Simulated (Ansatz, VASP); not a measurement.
# Two plane-wave programs on MgS (Niningerite)

```xyz
2
Lattice="0.0000 2.5842 2.5842 2.5842 0.0000 2.5842 2.5842 2.5842 0.0000" Properties=species:S:1:pos:R:3 pbc="T T T"
S     2.5842    2.5842    2.5842
Mg    0.0000    0.0000    0.0000
```

Alike in both runs: task single point; functional LDA; k mesh 9 × 9 × 9; occupations fermi-dirac, width 0.05 eV; no spin polarisation.

```csv
,VASP,Ansatz
version,VASP 6.6.1,Ansatz 0.2.0
potentials or method,"VASP PAW LDA potentials, release 64 (S, Mg)",Ansatz PAW
plane-wave cutoff (eV),520,420
valence electrons in the cell,8,16
```

VASP gave:

| Quantity | Value |
| --- | --- |
| gap on the k mesh at the Fermi level (eV) | 2.73 |
| least direct gap on the mesh (eV) | 3.65 |
| pressure (GPa) | -2.4 |

Q: What did Ansatz give for the same quantities?

A: gap on the k mesh at the Fermi level (eV): 2.73; least direct gap on the mesh (eV): 3.64; pressure (GPa): -1.8.

The two sets of potentials don't hold the same shells in valence.

Caveats: an odd mesh through Γ misses points on the zone boundary, where band edges often lie (VASP); odd divisions of the mesh miss points on the zone boundary, where band edges often lie, so the gap on the mesh can be too wide (Ansatz); the PAW data sets come from PBE, with cores solved anew for the run's functional, which leaves a small shift of forces and pressure (Ansatz). LDA gaps usually lie below the measured ones, often by a third to a half.
